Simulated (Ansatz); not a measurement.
**PbO2 in Ansatz: the effect of strain**

The system is PbO2.

```
Pb O
1.0
     0.00000    2.59391    2.70199
     2.59391    0.00000    2.70199
     2.59391    2.59391    0.00000
Pb O
1 2
Direct
  0.00000 0.00000 0.00000
  0.75000 0.75000 0.75000
  0.25000 0.25000 0.25000
```

The cell comes from a database or a generator and needn't be the stable form of this composition.

Alike in all runs:

* Program: Ansatz 0.2.0
* Task: single point
* Functional: PBEsol
* Potentials or basis: Ansatz PAW
* Cutoff: 420 eV (not typed: the program's choice for these potentials)
* k mesh: 7 × 7 × 7
* Occupations: fermi-dirac, width 0.05 eV
* Spin: no spin polarisation
* Kind of strain: biaxial

| strain | pressure (GPa) |
| --- | --- |
| -0.04 | 6.6 |
| -0.02 | -0.4 |
| -0.01 | -3.3 |
| 0 | -5.8 |
| 0.01 | -8.0 |
| 0.02 | ? |
| 0.04 | -13.2 |

What does the run with strain 0.02 give?

Pressure -10.0 GPa.

Worked out: A parabola through the other rows of the pressure, of slope -183 GPa per unit of strain there, gives -10.1 GPa, against the run's -10.0.

Caveats: the PAW data sets come from PBE, with cores solved anew for the run's functional, which leaves a small shift of forces and pressure.
